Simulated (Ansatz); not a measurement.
# Mg started in the widest void in rocksalt MgO, 65 atoms, charge 0

How high is the barrier for this jump? The start is relaxed, a band joins it to the far end, and PBEsol and HSE06 are the levels used.

Method: density functional theory in Ansatz 0.2.0, PAW datasets, plane waves.

### Step 1. Starting point

65 atoms (32 O, 33 Mg); a = 8.429 Å, b = 8.429 Å, c = 8.429 Å, α = 90.00°, β = 90.00°, γ = 90.00°. All atoms were shaken off their sites by about 0.02 Å along each axis. Defect site 1: (0.375, 0.375, 0.375).

The runs, in order: (2) PBEsol relaxation at the single k point (¼, ¼, ¼), on 1 × NVIDIA GB200 with 8 threads of Arm Neoverse-V2; (3) HSE06 single point at the single k point (¼, ¼, ¼), on 1 × NVIDIA GB200 with 8 threads of Arm Neoverse-V2; (4) PBEsol band at the single k point (¼, ¼, ¼), on 1 × NVIDIA GB200 with 8 threads of Arm Neoverse-V2; (5) HSE06 single point at the single k point (¼, ¼, ¼), on 1 × NVIDIA GB200 with 8 threads of Arm Neoverse-V2.

### Step 2. Relaxation of the positions (PBEsol)

in.yaml

```yaml
crystal:
  lattice:
    - [8.428808, 0.000000, 0.000000]
    - [0.000000, 8.428808, 0.000000]
    - [0.000000, 0.000000, 8.428808]
  atoms:
    - { symbol: O, position: [0.245455, 0.001814, 0.004449] }
    - { symbol: O, position: [0.247770, 0.998133, 0.502664] }
    - { symbol: O, position: [0.246682, 0.503411, 0.002637] }
    - { symbol: O, position: [0.249346, 0.497461, 0.501880] }
    - { symbol: O, position: [0.750737, 0.998246, 0.998272] }
    - { symbol: O, position: [0.751608, 0.001299, 0.501770] }
    - { symbol: O, position: [0.750104, 0.500836, 0.000940] }
    - { symbol: O, position: [0.751432, 0.496765, 0.500377] }
    - { symbol: O, position: [0.000592, 0.248718, 0.001700] }
    - { symbol: O, position: [0.004507, 0.248424, 0.506008] }
    - { symbol: O, position: [0.996880, 0.750065, 0.002055] }
    - { symbol: O, position: [0.001908, 0.747825, 0.503319] }
    - { symbol: O, position: [0.502758, 0.253604, 0.996737] }
    - { symbol: O, position: [0.500722, 0.247350, 0.502714] }
    - { symbol: O, position: [0.503989, 0.749521, 0.000649] }
    - { symbol: O, position: [0.501809, 0.748989, 0.501689] }
    - { symbol: O, position: [0.998218, 0.002469, 0.252630] }
    - { symbol: O, position: [0.999751, 0.003283, 0.752655] }
    - { symbol: O, position: [0.005555, 0.499331, 0.252015] }
    - { symbol: O, position: [0.999893, 0.498985, 0.748704] }
    - { symbol: O, position: [0.500215, 0.996235, 0.248597] }
    - { symbol: O, position: [0.504227, 0.996731, 0.750488] }
    - { symbol: O, position: [0.498861, 0.500352, 0.248946] }
    - { symbol: O, position: [0.499777, 0.501166, 0.750991] }
    - { symbol: O, position: [0.253246, 0.250610, 0.248757] }
    - { symbol: O, position: [0.255531, 0.252963, 0.751203] }
    - { symbol: O, position: [0.245777, 0.749506, 0.248665] }
    - { symbol: O, position: [0.251189, 0.751094, 0.750208] }
    - { symbol: O, position: [0.752424, 0.247947, 0.250756] }
    - { symbol: O, position: [0.748199, 0.248228, 0.749735] }
    - { symbol: O, position: [0.748064, 0.751499, 0.252953] }
    - { symbol: O, position: [0.749979, 0.750140, 0.749814] }
    - { symbol: Mg, position: [0.002594, 0.003141, 0.001176] }
    - { symbol: Mg, position: [0.998500, 0.996992, 0.495887] }
    - { symbol: Mg, position: [0.002431, 0.500902, 0.002579] }
    - { symbol: Mg, position: [0.000982, 0.502176, 0.498008] }
    - { symbol: Mg, position: [0.500555, 0.998494, 0.999205] }
    - { symbol: Mg, position: [0.500296, 0.001126, 0.497782] }
    - { symbol: Mg, position: [0.502133, 0.499558, 0.002716] }
    - { symbol: Mg, position: [0.499451, 0.500283, 0.497600] }
    - { symbol: Mg, position: [0.249370, 0.248047, 0.999126] }
    - { symbol: Mg, position: [0.257646, 0.244931, 0.499969] }
    - { symbol: Mg, position: [0.250630, 0.744643, 0.999360] }
    - { symbol: Mg, position: [0.251175, 0.749022, 0.500718] }
    - { symbol: Mg, position: [0.749818, 0.255626, 0.997062] }
    - { symbol: Mg, position: [0.749050, 0.248531, 0.503760] }
    - { symbol: Mg, position: [0.752970, 0.754140, 0.999748] }
    - { symbol: Mg, position: [0.750331, 0.745322, 0.502576] }
    - { symbol: Mg, position: [0.246799, 0.996772, 0.246865] }
    - { symbol: Mg, position: [0.248612, 0.999053, 0.748930] }
    - { symbol: Mg, position: [0.252730, 0.500460, 0.254337] }
    - { symbol: Mg, position: [0.246924, 0.496943, 0.749844] }
    - { symbol: Mg, position: [0.752792, 0.000837, 0.248985] }
    - { symbol: Mg, position: [0.750826, 0.000969, 0.748716] }
    - { symbol: Mg, position: [0.750012, 0.503109, 0.247891] }
    - { symbol: Mg, position: [0.752987, 0.501458, 0.750411] }
    - { symbol: Mg, position: [0.001125, 0.245826, 0.248991] }
    - { symbol: Mg, position: [0.997302, 0.244957, 0.749300] }
    - { symbol: Mg, position: [0.996662, 0.750468, 0.245049] }
    - { symbol: Mg, position: [0.000781, 0.747059, 0.745495] }
    - { symbol: Mg, position: [0.497867, 0.249821, 0.246019] }
    - { symbol: Mg, position: [0.498657, 0.249142, 0.748350] }
    - { symbol: Mg, position: [0.501795, 0.749208, 0.252237] }
    - { symbol: Mg, position: [0.497326, 0.750807, 0.748065] }
    - { symbol: Mg, position: [0.372856, 0.373283, 0.374634] }
  symmetry: { detect: false }
kpoints:
  mp_grid: { grid: [1, 1, 1], shift: [0.25, 0.25, 0.25] }
hamiltonian:
  xc: pbesol
scf:
  occupations: { method: fermi_dirac, width: 0.01 }
relax:
  f_tol: 0.03
  max_steps: 80
  escape_saddle: false
  adjacent_minimum: "off"
output:
  forces: true
  eigenvalues: true
  populations: true
```

Command:

```console
$ ansatz run in.yaml --threads 8 --pin off --max-ram 118750MiB --runs-dir r --events-out ev --progress --plain --backend cuda --devices 0, --max-vram 170GiB
```

Further steps of the session: HSE06 single point; The band; HSE06 single point.

**Question.** What will these runs give? Wanted: for each run, top filled to lowest empty.

As calculated:

```
                   level         time  top filled to lowest empty (eV)
      PBEsol, relaxation  3.4 s (GPU)                             1.27
                   HSE06  9.1 s (GPU)                             1.62
HSE06, at the band's top  9.1 s (GPU)                             1.76
```

| quantity | value |
| --- | --- |
| relaxation | 5 recorded steps, 9.22 eV gained |
| largest shift | 0.48 Å (Mg51) |
| barrier forwards, backwards | 1.18, 1.18 eV |
| jump | Mg by 1.32 Å |
| band iterations | 26 |
| top less start by HSE06 | 0.81 eV |

**In words.** Relaxation gains 9.22 eV, with shifts up to 0.48 Å (Mg51). The PBEsol barrier is 1.18 eV forwards and 1.18 eV back, about 46 times kT at 300 K. The cell's size and k points aren't converged for it. The program's check left the order of the top open. On the same two geometries HSE06 gives 0.81 eV. At the same k points, PBEsol gives a spacing 0.35 eV smaller than the 1.62 eV of HSE06. In a defect cell this spacing can involve defect levels, so it need not be the gap.
